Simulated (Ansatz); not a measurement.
GeO$_{2}$ (rutile, space group No. 136), plane-wave PAW r²SCAN (Ansatz code). The conduction-band minimum lies at Γ, with 1 equivalent valley. Second derivatives d²E/dk² of the lowest band at one valley (eV·Å²), along Cartesian directions:

```tsv
direction	d²E/dk²
[100]	26.85
[010]	26.85
[001]	33.76
[110]	26.85
[101]	30.30
[011]	30.30
```

Find the principal effective masses, the density-of-states mass and the conductivity mass.

Off-diagonal terms follow from H_xy = H[110] − (H_xx + H_yy)/2, and m*/mₑ = 7.620 eV·Å² over each eigenvalue: 0.23, 0.28, 0.28. One valley's DOS mass (m₁m₂m₃)^(1/3) = 0.26, conductivity mass 3/(Σ 1/mᵢ) = 0.26 mₑ.

What effective density of states Nc follows at 300 K for parabolic valleys?

Nc = 2.509e19 × 1 × (0.26)^(3/2) ≈ 3.3e18 cm⁻³.

With the computed static dielectric constant 12.9 (mean of the diagonal), estimate a hydrogenic donor's binding energy and radius.

E = 13.606 eV × 0.26/12.9² ≈ 21 meV; a = 0.529 Å × ε/m* ≈ 26 Å. Semilocal masses tend to be too small where the gap is.

Space group P4_2/mnm (rutile). Symmetry was held in the r²SCAN relaxation; of distortions, only those at the zone centre were tested. Scalar-relativistic: spin–orbit coupling is off unless named, which matters more the heavier the elements.

Potentials: the later of the program's two PAW sets.
